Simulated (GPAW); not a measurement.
Here is a GPAW 26.7.0 calculation.

POSCAR

```
TePb
1.0
    0.0000000000      3.2310000000      3.2310000000
    3.2310000000      0.0000000000      3.2310000000
    3.2310000000      3.2310000000      0.0000000000
Pb Te
1 1
Direct
    0.0000000000      0.0000000000      0.0000000000
    0.5000000000      0.5000000000      0.5000000000
```

Potentials or basis: GPAW PAW data sets (gpaw-data 1.2.1), pw.

Command:

```bash
$ OMP_NUM_THREADS=1 gpaw run POSCAR -p 'mode=PW(600),xc=PBE,kpts={size:(7,7,7),gamma:True},occupations={name:fermi-dirac,width:0.05},nbands=19,convergence={density:1e-05,energy:1e-05},maxiter=150,txt=gpaw.txt' --properties efs -w gs.gpw
```

Q: Predict the pressure.

A: 1.8 GPa.

 The run has no spin-orbit coupling, so splittings on Pb, Te are missing.
